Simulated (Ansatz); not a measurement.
Runs of Ansatz 0.2.0 on TiO2. Symmetry: R-3m, No. 166, trigonal system. The conventional cell has a = 2.995 Å, b = 2.995 Å, c = 20.945 Å, α = 90.00°, β = 90.00°, γ = 120.00°. Around Ti (site symmetry -3m) lie 6 O at 1.98 Å. O (site symmetry 3m) is surrounded by 3 Ti at 1.98 Å. Measurements of this composition are mostly on another form, of space group No. 141.

| task | level | cell | k mesh | points for each segment of the path | gap on the mesh (eV) | pressure (GPa) | relaxed volume (Å³/atom) | largest force (eV/Å) |
| --- | --- | --- | --- | --- | --- | --- | --- | --- |
| relaxation of cell and atoms | PBE0 | relaxed | 6 × 6 × 6 | - | 5.17 | 0.0 | 17.70 | - |
| band structure | PBE0 | as given | 8 × 8 × 8 | 4 | (b) | -5.1 | - | 0.73 |
| relaxation of cell and atoms | HSE06 | relaxed | 6 × 6 × 6 | - | 4.40 | 0.0 | 17.70 | - |
| band structure | HSE06 | as given | 8 × 8 × 8 | 4 | (a) | -5.1 | - | 0.72 |

Alike in all rows: potentials or basis Ansatz PAW; no spin polarisation; cutoff (eV) 420; smearing fermi-dirac 0.05 eV.

Q: Estimate the missing entries.

A: (a) 4.28; (b) 5.03.

Caveats: the PAW data sets come from PBE, with cores solved anew for the run's functional, which leaves a small shift of forces and pressure; the plane-wave basis is chosen anew once the cell has moved, so the energies of steps on either side of that aren't comparable (some runs); the thresholds are loose for stress (some runs).

A k mesh can miss the band edges.
